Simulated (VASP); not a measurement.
Crystal: Te2Mo.

```xyz
6
Lattice="3.5182 0.0000 0.0000 -1.7591 3.0469 0.0000 0.0000 0.0000 13.9736" Properties=species:S:1:pos:R:3 pbc="T T T"
Te    1.7591    1.0156    5.2960
Te    0.0000    2.0312   12.2828
Te    1.7591    1.0156    1.6908
Te    0.0000    2.0312    8.6776
Mo    1.7591    1.0156   10.4802
Mo    0.0000    2.0312    3.4934
```

* Program: VASP 6.6.1
* Task: relaxation of cell and atoms
* Functional: PBE
* Dispersion: D3(BJ)
* Potentials or basis: VASP PAW PBE potentials, release 64 (Te, Mo_sv)
* Cutoff: 600 eV
* k mesh: 8 × 8 × 2
* Occupations: gaussian, width 0.02 eV
* Spin: no spin polarisation

At the start: pressure -0.6 GPa; volume 24.96 Å³/atom.

Problem. Where does the relaxation end?

Solution. Over 7 steps the energy falls by 4.2 meV/atom and the volume is 24.19 Å³/atom (-3.1 %); space group P6_3/mmc (No. 194, to 0.05 Å).

The path:
```tsv
step	energy change (eV)	largest force (eV/Å)	pressure (GPa)	volume (Å³)
1	0.0000	0.1794	-0.57	149.79
2	-0.0097	0.1786	0.16	147.87
3	-0.0105	0.1789	0.42	147.17
4	-0.0138	0.0401	-0.50	147.27
5	-0.0142	0.0150	-0.27	147.25
6	-0.0198	0.0141	-0.20	146.52
7	-0.0251	0.0102	-0.01	145.15
```

Final structure:
```yaml
crystal:
  lattice:
    - [3.49487, 0.00000, 0.00000]
    - [-1.74744, 3.02665, 0.00000]
    - [0.00000, 0.00000, 13.72216]
  atoms:
    - { symbol: Te, position: [0.66667, 0.33333, 0.38251] }
    - { symbol: Te, position: [0.33333, 0.66667, 0.88251] }
    - { symbol: Te, position: [0.66667, 0.33333, 0.11749] }
    - { symbol: Te, position: [0.33333, 0.66667, 0.61749] }
    - { symbol: Mo, position: [0.66667, 0.33333, 0.75000] }
    - { symbol: Mo, position: [0.33333, 0.66667, 0.25000] }
```
